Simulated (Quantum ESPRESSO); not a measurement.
Ir: phonons at U under several settings

```
CELL_PARAMETERS angstrom
0.00000 1.91560 1.91560
1.91560 0.00000 1.91560
1.91560 1.91560 0.00000
ATOMIC_POSITIONS crystal
Ir 0.00000 0.00000 0.00000
```

All runs used Quantum ESPRESSO 7.5; potentials PseudoDojo 0.4.1 SR PBE standard; k mesh 8 × 8 × 8; no spin polarisation; cutoff 925 eV; occupations cold, width 0.2 eV.

```csv
level,geometry,volume (Å³/atom),pressure (GPa),frequencies (cm⁻¹)
PBE,relaxed at 0 GPa,?,0.0,?
PBE,relaxed at 5 GPa,14.32,5.0,99 112 135
PBE,relaxed at 10 GPa,14.14,10.0,106 117 142
PBE,relaxed at 20 GPa,13.81,20.0,118 126 156
PBE,relaxed at 40 GPa,13.25,40.0,140 141 180
```

Question: What stands in the row left open?

Answer: Volume 14.52 Å³/atom; frequencies 91 107 127 cm⁻¹.

Caveats: the mesh is thin for the phonons of a metal; the cell is more than 3 GPa from zero pressure, which shifts response properties (some runs).

For the row left open. Caveat: the k mesh is coarse; the mesh is thin for the phonons of a metal.
